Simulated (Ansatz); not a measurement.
FeO (Wuestite), 2 atoms in the cell. The structure is cubic, space group Fm-3m (No. 225). Conventional cell: a = 4.311 Å, b = 4.311 Å, c = 4.311 Å, α = 90.00°, β = 90.00°, γ = 90.00°. Fe (site symmetry m-3m) has 6 O at 2.16 Å as nearest neighbours. O (site symmetry m-3m) is surrounded by 6 Fe at 2.16 Å. 

```yaml
Program: Ansatz 0.2.0
Task: elastic constants
Functional: PBEsol
Potentials_or_basis: Ansatz PAW
Cutoff: "420 eV (not typed: the program's choice for these potentials)"
k_mesh: 10 × 10 × 10
Occupations: fermi-dirac, width 0.05 eV
Spin: collinear spin, ferromagnetic start
Starting_moments: "[3.0, 0.0] μB"
Atoms_under_strain: clamped
```

Potentials or basis: Ansatz PAW.

Run with:

```console
$ ansatz run input.yaml --threads 2 --pin off --max-ram 5632MiB --backend cpu --events-out ev --progress --plain --runs-dir out
```

Hardware: 2 threads of AMD EPYC 7R43 64-Core Processor (Zen 3) (shared host).

Problem. How long does it take, and how much memory?

Solution. Run time: 13 s on 2 threads of AMD EPYC 7R43 64-Core Processor (Zen 3) (shared host), peak memory 0.45 GiB. Counts: scf iterations 37, plane waves 387, k points 47, bands 17.
